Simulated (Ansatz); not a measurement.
# Al: what a guessed cell relaxes into, part 2 of 2

Aim: relax a trial structure of Al and see where it ends.

Ansatz 0.2.0; DFT PBE, scalar-relativistic, plane waves, PAW. Earlier steps stand in the parts before.

## (4) Full relaxation

The end of the coarse run is made exact in the group found at a tolerance of 0.06 Å and reduced to its primitive cell.

The input, input.yaml:

```yaml
crystal:
  lattice:
    - [4.6050684801, 0.0, 0.0]
    - [-2.3025342401, 3.9881062899, 0.0]
    - [0.0, 0.0, 2.6684286514]
  atoms:
    - { symbol: Al, position: [0.3333333333, 0.6666666667, 0.5] }
    - { symbol: Al, position: [0.6666666667, 0.3333333333, 0.5] }
basis:
  ecutwfc: 420
kpoints:
  mp_grid: { grid: [15, 15, 20] }
hamiltonian:
  xc: pbe
scf:
  occupations: { method: gaussian, width: 0.1 }
output:
  forces: true
  stress: true
  eigenvalues: true
relax:
  adjacent_minimum: "off"
  f_tol: 0.01
  max_steps: 80
  cell: { stress_tol: 0.05 }
```

On the command line:

```console
$ ansatz run input.yaml --threads 1 --pin off --max-ram 2048MiB --backend cpu --events-out ev --progress --plain --runs-dir out
```

Standard output:

```text
Warning: RAYON_NUM_THREADS=1 ignored (pool sized by the plan → 1); use --threads N
Engine: ansatz 0.2.0, aarch64-unknown-linux-gnu
Pseudopotentials: kind: paw
Pseudopotential: Al, paw, valence charge 3, recommended cutoff 420 eV (normal), Al.paw.azcp
Functional definition: PBE
  parameter kappa = 0.804
  parameter beta = 0.06672455060314922
  exchange = pbe_x(kappa = kappa, mu = beta*pi^2/3)
  correlation = pbe_c(beta = beta)
Crystal: 2 atoms, lattice volume = 49.007 Å³
Basis set: ecut = 420 eV, 939 PW (Γ), exchange–correlation on 64×64×36 points (8 copies of the dense FFT grid, shifted against one another)
Bands: 7, of which v1, the nominal top of the filled ones, is band 3 counted from 1 (2 counted from 0)
Symmetry: 24 space group operations
Space group: P6/mmm (ITA 191), of the structure as read, at distance tolerance 3.7e-5 Å
k-points: 297 of 4500
Non-local potential: Al, projectors of the file, l = 0: 2, l = 1: 2, l = 2: 1
PAW form: soft (Blöchl's): semilocal exchange-correlation on the pseudo side does not see the compensation charge
PAW one-centre angular grid: Al, 110 points (default); XC on 64 Gauss nodes
Initial density: superposition of atomic densities (neutral atoms: chi_scale 0, normalization atom), corrected by the library's trained network
Initial wavefunctions: pseudopotential atomic-orbital guess
Functional: x = pbe(κ = 0.804, μ = 0.2195149727645171), c = pbe(β = 0.06672455060314922)
SCF iter   1: F=—  HF=-1073.985303 eV  |F-HF|=—  |Δ(HF+E_count)|=         —  Δρ=1.38e-3  dr2=1.08e-3  ethr=1.77e-3  ⟨swp⟩=5.4  Hψ=18563  notcnv=0
preconditioner: auto → none  [metal: Δε(μ)=0.017 eV  Ē_g=7.353 eV  σ=0.100 eV  W_gap=0.09  n_scr=6 (ndim 8)  ℏωp=13.0 eV  f_vac=0.000  D(μ)=0.82/eV (n_scr^D=6)  sad-step TF]
SCF iter   2: F=—  HF=-1073.985574 eV  |F-HF|=—  |Δ(HF+E_count)|=   2.71e-4  Δρ=8.54e-4  dr2=4.36e-4  ethr=1.80e-5  ⟨swp⟩=1.4  Hψ=4662  notcnv=0
SCF iter   3: F=—  HF=-1073.985717 eV  |F-HF|=—  |Δ(HF+E_count)|=   1.42e-4  Δρ=8.70e-5  dr2=5.46e-6  ethr=7.26e-6  ⟨swp⟩=2.6  Hψ=2936  notcnv=0
SCF iter   4: F=—  HF=-1073.985732 eV  |F-HF|=—  |Δ(HF+E_count)|=   1.55e-5  Δρ=1.98e-5  dr2=1.97e-7  ethr=9.10e-8  ⟨swp⟩=2.0  Hψ=2916  notcnv=0
iter 5 did not close the SCF: its close was put off for the readings that it lacked (scf_convergence_deferred on its scf_iter line)
SCF iter   5: F=-1073.985732 eV  HF=-1073.985732 eV  |F-HF|=1.07e-9  |Δ(HF+E_count)|=   4.15e-7  Δρ=3.82e-6  dr2=1.13e-8  ethr=3.29e-9  ⟨swp⟩=2.2  Hψ=2928  notcnv=0
SCF iter   6: F=-1073.985732 eV  HF=-1073.985732 eV  |F-HF|=9.80e-11  |Δ(HF+E_count)|=  8.20e-10  Δρ=7.50e-7  dr2=4.28e-10  ethr=1.88e-10  ⟨swp⟩=2.0  Hψ=6464  notcnv=0
SCF 1 converged in 6 iterations: F = -1073.985732 eV  dr2 = 4.28e-10
relax step   1: F+E_penalty+E_count = -1073.98573245 eV  Δ(F+E_penalty+E_count) = +0.000e0 eV  max|allowed force component| = 8.789e-17 eV/Å  Δτ_max = 0.0000 Å  P = +0.481 GPa  Ω = 49.007 Å³  (6 SCF iters, dr2 threshold 1.00e-7 eV, accepted)
Crystal: 2 atoms, lattice volume = 49.259 Å³
Basis set: ecut = 420 eV, 951 PW (Γ), exchange–correlation on 64×64×36 points (8 copies of the dense FFT grid, shifted against one another)
Initial density: handed on by an earlier stage of this run
Initial wavefunctions: those handed on with the density
iter 1 solved again at ethr=1.18e-4 eV; its pass at ethr=3.10e-3 eV (dr2=7.06e-3 eV) is discarded
SCF iter   1: F=—  HF=-1074.012370 eV  |F-HF|=—  |Δ(HF+E_count)|=         —  Δρ=3.11e-3  dr2=7.05e-3  ethr=1.18e-4  ⟨swp⟩=1.0  Hψ=20362  notcnv=0
preconditioner: auto → none  [metal: Δε(μ)=0.032 eV  Ē_g=7.326 eV  σ=0.100 eV  W_gap=0.18  n_scr=6 (ndim 8)  ℏωp=13.0 eV  f_vac=0.000  D(μ)=0.81/eV (n_scr^D=6)]
SCF iter   2: F=—  HF=-1074.010279 eV  |F-HF|=—  |Δ(HF+E_count)|=   2.09e-3  Δρ=1.03e-3  dr2=7.19e-4  ethr=1.17e-4  ⟨swp⟩=1.0  Hψ=2079  notcnv=0
SCF iter   3: F=—  HF=-1074.010073 eV  |F-HF|=—  |Δ(HF+E_count)|=   2.06e-4  Δρ=4.19e-5  dr2=1.21e-6  ethr=1.20e-5  ⟨swp⟩=1.8  Hψ=2618  notcnv=0
SCF iter   4: F=—  HF=-1074.010057 eV  |F-HF|=—  |Δ(HF+E_count)|=   1.63e-5  Δρ=1.26e-5  dr2=7.46e-8  ethr=3.33e-9  ⟨swp⟩=6.6  Hψ=12091  notcnv=0
SCF iter   5: F=-1074.010057 eV  HF=-1074.010057 eV  |F-HF|=4.30e-10  |Δ(HF+E_count)|=   9.40e-8  Δρ=7.61e-7  dr2=3.99e-10  ethr=1.24e-9  ⟨swp⟩=2.1  Hψ=6794  notcnv=0
SCF 2 converged in 5 iterations: F = -1074.010057 eV  dr2 = 3.99e-10
relax step   2: F+E_penalty+E_count = -1074.01005691 eV  Δ(F+E_penalty+E_count) = -2.432e-2 eV  max|allowed force component| = 1.480e-16 eV/Å  Δτ_max = 0.0000 Å  P = +0.039 GPa  Ω = 49.259 Å³  energy of the carried Pulay correction = -5.021e-5 eV  (5 SCF iters, dr2 threshold 2.00e-7 eV, accepted)
Crystal: 2 atoms, lattice volume = 49.237 Å³
iter 1 solved again at ethr=6.00e-6 eV; its pass at ethr=3.10e-3 eV (dr2=3.60e-4 eV) is discarded
SCF iter   1: F=—  HF=-1074.011146 eV  |F-HF|=—  |Δ(HF+E_count)|=         —  Δρ=7.28e-4  dr2=3.98e-4  ethr=6.00e-6  ⟨swp⟩=1.8  Hψ=18756  notcnv=0
preconditioner: auto → none  [metal: Δε(μ)=0.020 eV  Ē_g=7.328 eV  σ=0.100 eV  W_gap=0.11  n_scr=6 (ndim 8)  ℏωp=13.0 eV  f_vac=0.000  D(μ)=0.79/eV (n_scr^D=6)]
SCF iter   2: F=—  HF=-1074.011027 eV  |F-HF|=—  |Δ(HF+E_count)|=   1.19e-4  Δρ=2.39e-4  dr2=4.01e-5  ethr=6.00e-6  ⟨swp⟩=1.0  Hψ=2079  notcnv=0
SCF iter   3: F=—  HF=-1074.010991 eV  |F-HF|=—  |Δ(HF+E_count)|=   3.56e-5  Δρ=1.02e-5  dr2=4.29e-8  ethr=3.33e-9  ⟨swp⟩=4.6  Hψ=12035  notcnv=0
SCF iter   4: F=-1074.010991 eV  HF=-1074.010991 eV  |F-HF|=3.55e-9  |Δ(HF+E_count)|=   3.55e-8  Δρ=2.61e-6  dr2=3.27e-9  ethr=7.15e-10  ⟨swp⟩=1.6  Hψ=6114  notcnv=0
SCF 3 converged in 4 iterations: F = -1074.010991 eV  dr2 = 3.27e-9
relax step   3: F+E_penalty+E_count = -1074.01099117 eV  Δ(F+E_penalty+E_count) = -9.343e-4 eV  max|allowed force component| = 8.789e-17 eV/Å  Δτ_max = 0.0000 Å  P = +0.044 GPa  Ω = 49.237 Å³  energy of the carried Pulay correction = -4.374e-5 eV  (4 SCF iters, dr2 threshold 2.00e-7 eV, accepted)
Basis set: ecut = 420 eV, 951 PW (Γ), exchange–correlation on 64×64×40 points (8 copies of the dense FFT grid, shifted against one another)
Initial wavefunctions: pseudopotential atomic-orbital guess (no wavefunctions were taken with the density)
iter 1 solved again at ethr=3.72e-8 eV; its pass at ethr=3.10e-3 eV (dr2=2.23e-6 eV) is discarded
SCF iter   1: F=—  HF=-1074.011157 eV  |F-HF|=—  |Δ(HF+E_count)|=         —  Δρ=3.21e-5  dr2=4.75e-8  ethr=3.72e-8  ⟨swp⟩=3.2  Hψ=24819  notcnv=0
preconditioner: auto → none  [metal: Δε(μ)=0.016 eV  Ē_g=7.328 eV  σ=0.100 eV  W_gap=0.09  n_scr=6 (ndim 8)  ℏωp=13.0 eV  f_vac=0.000  D(μ)=0.79/eV (n_scr^D=6)]
SCF iter   2: F=—  HF=-1074.011209 eV  |F-HF|=—  |Δ(HF+E_count)|=   5.19e-5  Δρ=1.62e-5  dr2=1.28e-8  ethr=7.92e-10  ⟨swp⟩=2.0  Hψ=2975  notcnv=0
SCF iter   3: F=—  HF=-1074.011209 eV  |F-HF|=—  |Δ(HF+E_count)|=   2.70e-7  Δρ=1.57e-6  dr2=1.50e-9  ethr=2.13e-10  ⟨swp⟩=2.0  Hψ=2973  notcnv=0
SCF iter   4: F=—  HF=-1074.011209 eV  |F-HF|=—  |Δ(HF+E_count)|=  9.73e-11  Δρ=6.91e-7  dr2=2.84e-10  ethr=2.50e-11  ⟨swp⟩=1.0  Hψ=2079  notcnv=0
SCF iter   5: F=-1074.011209 eV  HF=-1074.011209 eV  |F-HF|=2.27e-13  |Δ(HF+E_count)|=  2.93e-11  Δρ=3.50e-8  dr2=3.65e-13  ethr=1.00e-12  ⟨swp⟩=4.1  Hψ=8380  notcnv=0
SCF 4 converged in 5 iterations: F = -1074.011209 eV  dr2 = 3.65e-13
relax step   4: F+E_penalty+E_count = -1074.01120890 eV  Δ(F+E_penalty+E_count) = -2.177e-4 eV  max|allowed force component| = 1.064e-16 eV/Å  Δτ_max = 0.0000 Å  P = +0.051 GPa  Ω = 49.237 Å³  stress off target by 7.69e-2 GPa  SCF on the basis re-selected at this cell (its energy is not comparable with the rows above)  (5 SCF iters)
basis re-selected at this cell: Δ(F+E_penalty+E_count) = -2.177e-4 eV, ΔP = +0.007 GPa vs the last step (what re-selecting the basis moved, of the pressure what is left beyond the Pulay correction that the steps carried, after the strain that the cell walked since its last selection, with what the two solves' SCF thresholds leave and, on support functions, any second-order correction that the steps lacked; it is no measure of the basis error at this ecutwfc). The dense FFT grid was sized anew with the basis: this SCF ran on 32×32×20 points, the steps before it on 32×32×18, so part of this shift can come from that change (see relax.cell in the input reference). This SCF's stress stands 7.69e-2 GPa from its target on what of the cell is left free (relax.cell.stress_tol is 5.00e-2 GPa) and its largest allowed force component is 1.06e-16 eV/Å (relax.f_tol is 1.00e-2 eV/Å): not within both, so this SCF does not close the relaxation
Crystal: 2 atoms, lattice volume = 49.288 Å³
iter 1 solved again at ethr=1.69e-8 eV; its pass at ethr=3.10e-3 eV (dr2=1.02e-6 eV) is discarded
SCF iter   1: F=—  HF=-1074.011156 eV  |F-HF|=—  |Δ(HF+E_count)|=         —  Δρ=3.28e-5  dr2=1.06e-6  ethr=1.69e-8  ⟨swp⟩=2.4  Hψ=18873  notcnv=0
preconditioner: auto → none  [metal: Δε(μ)=0.017 eV  Ē_g=7.325 eV  σ=0.100 eV  W_gap=0.09  n_scr=6 (ndim 8)  ℏωp=13.0 eV  f_vac=0.000  D(μ)=0.79/eV (n_scr^D=6)]
SCF iter   2: F=—  HF=-1074.011207 eV  |F-HF|=—  |Δ(HF+E_count)|=   5.11e-5  Δρ=1.15e-5  dr2=1.15e-7  ethr=1.69e-8  ⟨swp⟩=2.0  Hψ=2892  notcnv=0
SCF iter   3: F=-1074.011207 eV  HF=-1074.011207 eV  |F-HF|=5.12e-11  |Δ(HF+E_count)|=   3.99e-8  Δρ=2.02e-6  dr2=2.35e-9  ethr=2.46e-10  ⟨swp⟩=4.4  Hψ=5834  notcnv=0
SCF 5 converged in 3 iterations: F = -1074.011207 eV  dr2 = 2.35e-9
relax step   5: F+E_penalty+E_count = -1074.01120713 eV  Δ(F+E_penalty+E_count) = +1.769e-6 eV  max|allowed force component| = 5.551e-17 eV/Å  Δτ_max = 0.0000 Å  P = +0.006 GPa  Ω = 49.288 Å³  energy of the carried Pulay correction = -1.195e-5 eV  (3 SCF iters, dr2 threshold 1.48e-8 eV, accepted)
iter 1 solved again at ethr=3.76e-8 eV; its pass at ethr=3.10e-3 eV (dr2=2.26e-6 eV) is discarded
SCF iter   1: F=—  HF=-1074.011167 eV  |F-HF|=—  |Δ(HF+E_count)|=         —  Δρ=2.73e-6  dr2=4.22e-9  ethr=3.76e-8  ⟨swp⟩=3.1  Hψ=24817  notcnv=0
SCF iter   2: F=—  HF=-1074.011218 eV  |F-HF|=—  |Δ(HF+E_count)|=   5.13e-5  Δρ=1.64e-6  dr2=1.39e-9  ethr=7.03e-11  ⟨swp⟩=2.5  Hψ=3275  notcnv=0
SCF iter   3: F=—  HF=-1074.011218 eV  |F-HF|=—  |Δ(HF+E_count)|=  7.64e-11  Δρ=7.97e-7  dr2=3.15e-10  ethr=2.31e-11  ⟨swp⟩=1.1  Hψ=2113  notcnv=0
SCF iter   4: F=-1074.011218 eV  HF=-1074.011218 eV  |F-HF|=5.23e-12  |Δ(HF+E_count)|=  1.37e-10  Δρ=1.56e-7  dr2=1.57e-11  ethr=1.00e-12  ⟨swp⟩=4.3  Hψ=8940  notcnv=0
SCF 6 converged in 4 iterations: F = -1074.011218 eV  dr2 = 1.57e-11
relax step   6: F+E_penalty+E_count = -1074.01121779 eV  Δ(F+E_penalty+E_count) = -1.066e-5 eV  max|allowed force component| = 3.701e-17 eV/Å  Δτ_max = 0.0000 Å  P = +0.007 GPa  Ω = 49.288 Å³  stress off target by 8.52e-3 GPa  SCF on the basis re-selected at this cell (its energy is not comparable with the rows above)  (4 SCF iters)
basis re-selected at this cell: Δ(F+E_penalty+E_count) = -1.066e-5 eV, ΔP = +0.000 GPa vs the last step (what re-selecting the basis moved, of the pressure what is left beyond the Pulay correction that the steps carried, after the strain that the cell walked since its last selection, with what the two solves' SCF thresholds leave and, on support functions, any second-order correction that the steps lacked; it is no measure of the basis error at this ecutwfc). This SCF's stress stands 8.52e-3 GPa from its target on what of the cell is left free (relax.cell.stress_tol is 5.00e-2 GPa) and its largest allowed force component is 3.70e-17 eV/Å (relax.f_tol is 1.00e-2 eV/Å): within both
SCF converged after 4 iterations
Free energy (F): -1074.011218 eV
Harris-Foulkes:  -1074.011218 eV  (|F-HF|=5.23e-12)
Internal energy: -1074.007283 eV  (E = F + TS)
E sigma→0 (E₀):  -1074.009250 eV
Entropy (-TS):   -0.003935 eV (-1.968 meV/atom)
Fermi energy:    3.925622 eV
--- Per-component energies (eV) ---
  E_band       = 1.778631
  E_kinetic    = 40.996064
  E_local      = -11.366538  (includes V_loc(G=0)·N_el)
  E_nonlocal   = 21.970632
  E_hartree    = 5.955037
  E_xc         = -76.758486
  E_vxc        = -54.240941  (∫ρ·V_xc dr)
  E_paw        = -934.835579  (= ΣΔE_a)
  E_vpaw       = -7.490660  (= ΣTr[D̂ρ^β])
  E_aug_tail   = -0.000004  (compensation charges beyond the density's cutoff)
  E_ewald      = -119.968408
  E_smearing   = -0.003935  (= −TS)
  E_closure    = -0.000000  (closes the sum)
  Σ components = -1074.011218   (vs F -1074.011218, Δ=0.00e0)
--- Forces (eV/Å), atoms counted from 1 ---
  atom   1  Al     0.00000000    -0.00000000     0.00000000
  atom   2  Al    -0.00000000     0.00000000     0.00000000
  max |Σ_I F_I| component: 0.00e0 eV/Å
--- Stress (GPa, compression-positive) ---
        0.005505       0.000000       0.000000
        0.000000       0.005505       0.000000
        0.000000       0.000000       0.008518
  P = ⅓ Tr σ = 0.0065 GPa (0.065 kbar)
--- Band table (eV; the first three rows and the last of 297) ---
  k-point 0: bands = ["-4.8656", "3.0567", "3.0567", "3.3613", "6.1299", "6.1299", "9.3866"]
  k-point 1: bands = ["-4.8173", "3.0995", "3.0995", "3.4074", "6.1747", "6.1747", "9.3592"]
  k-point 2: bands = ["-4.6726", "3.2276", "3.2276", "3.5452", "6.3091", "6.3091", "9.0992"]
  k-point 296: bands = ["1.8301", "1.8301", "2.4739", "2.4739", "4.1388", "6.6226", "11.5760"]
--- Relaxed structure (4 steps of the walk, 4 accepted, 2 SCFs on fresh bases) ---
  F+E_penalty+E_count = -1074.01121779 eV   max|allowed force component| = 3.701e-17 eV/Å   (the final SCF, on the basis selected at the relaxed cell)
  cell:  # Å, volume = 49.2876 Å³
    - [4.54618477637291, 2.8498361372241172e-11, 0.0]
    - [-2.273092388211136, 3.9371115066227684, 0.0]
    - [0.0, 0.0, 2.75367567357773]
  atoms:
    - { symbol: Al, position: [0.33333333333333337, 0.6666666666666667, 0.5] }
    - { symbol: Al, position: [0.6666666666666667, 0.33333333333333337, 0.5] }
```

Wall time 41 s (1 thread of Arm Neoverse V2, shared host); peak memory 0.41 GiB.

Relaxation path:

| step | E - E(step 1) (eV/cell) | largest force component (eV/Å) | pressure (GPa) | volume (Å³) |
| --- | --- | --- | --- | --- |
| 1 | 0.0000 | 0.0000 | 0.48 | 49.01 |
| 2 | -0.0243 | 0.0000 | 0.04 | 49.26 |
| 3 | -0.0253 | 0.0000 | 0.04 | 49.24 |
| 4 | -0.0255 | 0.0000 | 0.05 | 49.24 |
| 5 | -0.0255 | 0.0000 | 0.01 | 49.29 |
| 6 | -0.0255 | 0.0000 | 0.01 | 49.29 |

Step 1 is the start. Steps 4, 6 each repeat the geometry before them on a plane-wave basis chosen anew, so the energy can jump there without any move.

|  | before | after | change |
| --- | --- | --- | --- |
| a (Å) | 4.605 | 4.546 | -1.3 % |
| b (Å) | 4.605 | 4.546 | -1.3 % |
| c (Å) | 2.668 | 2.754 | +3.2 % |
| volume (Å³/atom) | 24.50 | 24.64 | +0.6 % |
| shortest distance (Å) | 2.659 | 2.625 | -1.3 % |
| space group (0.01 Å) | P6/mmm | P6/mmm | same |

Forces and stress were held to the start's 24 operations: a distortion of lower symmetry was not tested.

## (5) Changing settings: starting moments, accuracy medium, spin_polarized true, ecutwfc left out

The input, input.yaml:

```yaml
crystal:
  lattice:
    - [4.5461847764, 0.0, 0.0]
    - [-2.2730923882, 3.9371115066, 0.0]
    - [0.0, 0.0, 2.7536756736]
  atoms:
    - { symbol: Al, position: [0.3333333333, 0.6666666667, 0.5], spin: 0.2 }
    - { symbol: Al, position: [0.6666666667, 0.3333333333, 0.5], spin: 0.2 }
kpoints:
  mp_grid: { grid: [15, 15, 20] }
hamiltonian:
  xc: pbe
scf:
  occupations: { method: gaussian, width: 0.1 }
output:
  forces: true
  eigenvalues: true
  stress: true
accuracy: medium
magnetization:
  spin_polarized: true
```

On the command line:

```console
$ ansatz run input.yaml --threads 1 --pin off --max-ram 2048MiB --backend cpu --events-out ev --progress --plain --runs-dir out
```

Standard output, cut to the lines that bear on the results:

```text
Warning: RAYON_NUM_THREADS=1 ignored (pool sized by the plan → 1); use --threads N
[...]
[... 3 set-up lines as earlier in the session ...]
[...]
Crystal: 2 atoms, lattice volume = 49.288 Å³
Basis set: ecut = 420 eV, 951 PW (Γ), exchange–correlation on 64×64×40 points (8 copies of the dense FFT grid, shifted against one another)
Bands: 8, of which v1, the nominal top of the filled ones, is band 3 counted from 1 (2 counted from 0)
[... 2 set-up lines as earlier in the session ...]
Magnetic group: BNS 191.233 (UNI 1463), of the structure as read, at distance tolerance 3.7e-5 Å
k-points: 297 of 4500
[...]
Starting moments: Σ|m| = 0.4 μB on 2 of 2 sites
[...]
SCF iter   1: F=—  HF=-1074.028750 eV  |F-HF|=—  |Δ(HF+E_count)|=         —  Δρ=1.05e-2 (↑1.03e-2 ↓1.05e-2)  dr2=2.14e-1  dr2_m=5.60e-3  M=0.085 μB ∫|m|=0.085 μB  β_m=0.30  ethr=3.10e-3  ⟨swp⟩=5.4  Hψ=37504  notcnv=0
[...]
WARN: the starting moments were not kept: the SCF closed with an absolute magnetisation of 2.4e-6 μB, where they sum to 0.4 μB in size (2 sites). That is at most 0.1 of that sum. Measured as dr2_m measures the in/out step, that magnetisation stands 6.4e-13 eV from none, at or under the [...]
SCF converged after 13 iterations
Magnetization: -0.0000 μB (3.0000 up, 3.0000 down)
Absolute magnetization: 0.0000 μB (∫|ρ↑−ρ↓|, with the PAW one-centre terms)
Spin contamination: 0.0000 ħ² per cell (⟨S²⟩ above its minimum at these occupations)
Per-site moments (μB) at R_I (Å): [(-2.2592456869158454e-7, 1.0827056643233155), (-2.2592456868407493e-7, 1.0827056643233155)]
Free energy (F): -1074.011218 eV
[...]
E sigma→0 (E₀):  -1074.009250 eV
Entropy (-TS):   -0.003935 eV (-1.968 meV/atom)
Fermi energy:    3.925622 eV
[...]
--- Forces (eV/Å), atoms counted from 1 ---
  atom   1  Al     0.00000000    -0.00000000     0.00000000
  atom   2  Al     0.00000000     0.00000000     0.00000000
[...]
--- Stress (GPa, compression-positive) ---
        0.005516       0.000000       0.000000
        0.000000       0.005516       0.000000
        0.000000       0.000000       0.008497
  P = ⅓ Tr σ = 0.0065 GPa (0.065 kbar)
--- Band table (eV; the first three rows and the last of 594) ---
  k-point 0 ↑: bands = ["-4.8656", "3.0567", "3.0567", "3.3613", "6.1299", "6.1299", "9.3866", "13.2015"]
[...]
```

It took 19 s on 1 thread of Arm Neoverse V2, shared host; peak memory 0.47 GiB.

```
    run     ending  energy change  pressure (GPa)  gap (eV)  force (eV/Å)  cycles  time
 step 4  converged              0             0.0      0.00          0.00       -  41 s
variant  converged   0.0 meV/atom             0.0      0.00          0.00      13  19 s
```

With the changed spin polarisation and accuracy level the energy stays within 0.5 meV/atom: no moment survives, so both runs end on the same non-magnetic state.

## (6) Results

What follows sums up all 2 parts. Changes of volume or cell count from the first structure of part 1.

| quantity | value |
| --- | --- |
| symmetry at the end (tolerance 0.05 Å) | space group P6/mmm (No. 191) |
| conventional cell | a = 4.546 Å, b = 4.546 Å, c = 2.754 Å, α = 90.00°, β = 90.00°, γ = 120.00° |
| volume | 24.64 Å³/atom |
| energy over the standard state | +0.50 eV/atom |
| gap on the mesh | none (metal) |

What this shows: The space group P6/mmm (No. 191) is kept, and the volume per atom grows by 22.5 % from the first guess. It lies above the element's standard state, so it is metastable at best. No finished test with a distortion of lower symmetry is shown, so the end may be a saddle point.
